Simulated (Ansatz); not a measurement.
# Ge in Ansatz: the effect of functional

The system is Ge.

```
Ge
1.0
     0.00000    2.82891    2.82891
     2.82891    0.00000    2.82891
     2.82891    2.82891    0.00000
Ge
2
Direct
  0.75000 0.75000 0.75000
  0.50000 0.50000 0.50000
```

Alike in all runs:

* Program: Ansatz 0.2.0
* Task: single point
* Potentials or basis: all-electron PAW datasets made for the crystal
* k mesh: 6 × 6 × 6
* Occupations: fermi-dirac, width 0.05 eV
* Spin: no spin polarisation

```csv
functional,cutoff,gap on the mesh (eV),pressure (GPa)
PBEsol,140 eV (chosen from the basis error),none,0.7
HSE06,340 eV (chosen from the basis error),?,?
PBE0,340 eV (chosen from the basis error),1.41,0.8
```

**Question.** What does the run with functional HSE06 give?

**Answer.** gap on the mesh 0.82 eV; pressure 1.0 GPa.

Caveats: the k mesh is thin for a metal, which can move the energy by tens of meV per atom (some runs); the program warned that the printed levels may be off, so bands, gaps and densities of states are rough (some runs).

A k mesh can miss the band edges.

A gap of «none» marks a metal or a gap under the smearing width.

The runs don't all hold the same shells in valence.
